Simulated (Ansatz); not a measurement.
Before relaxation, (001) slab as cut from the bulk (WC, P-6m2 (No. 187), (0 0 1) face):

```yaml
crystal:
  lattice:
    - [2.89841, 0.00000, 0.00000]
    - [-1.44921, 2.51010, 0.00000]
    - [0.00000, 0.00000, 24.89664]
  atoms:
    - { symbol: C, position: [0.66667, 0.33333, 0.30125] }
    - { symbol: W, position: [0.00000, 0.00000, 0.35803] }
    - { symbol: C, position: [0.66667, 0.33333, 0.41482] }
    - { symbol: W, position: [0.00000, 0.00000, 0.47161] }
    - { symbol: C, position: [0.66667, 0.33333, 0.52839] }
    - { symbol: W, position: [0.00000, 0.00000, 0.58518] }
    - { symbol: C, position: [0.66667, 0.33333, 0.64197] }
    - { symbol: W, position: [0.00000, 0.00000, 0.69875] }
```

These are results of DFT PBEsol, scalar-relativistic, plane waves, PAW (Ansatz 0.2.0), not measurements. Settings: cutoff 420 eV, Γ-centred mesh 12×12×1 on the computed 8-atom cell, Gaussian smearing of 0.10 eV; no spin polarisation. A dipole correction removes the field between periodic images along c.

All atoms are free. The cell is fixed. Force threshold 0.02 eV/Å.

```
step E − E_final (eV) largest force (eV/Å)
   1             1.003                 5.685
   2             0.030                 0.779
   3             0.023                 0.513
   4             0.001                 0.140
   5             0.000                 0.013
   6             0.000                 0.013
```

Q: What is the final structure?

A:
```xyz
8
Lattice="2.8984 0.0000 0.0000 -1.4492 2.5101 0.0000 0.0000 0.0000 24.8966" Properties=species:S:1:pos:R:3 pbc="T T T"
C     1.4492    0.8367    7.7325
W     0.0000    0.0000    8.8264
C     1.4492    0.8367   10.3337
W     0.0000    0.0000   11.7022
C     1.4492    0.8367   13.1408
W     0.0000    0.0000   14.5382
C     1.4492    0.8367   15.9819
W     0.0000    0.0000   17.3309
```

Spin–orbit coupling is left out, which can shift energies with elements as heavy as these.

Cost: 1 run of about 3.5 core-minutes, on Intel Xeon Processor @ 2.50GHz (Skylake/Cascade Lake) (shared hosts).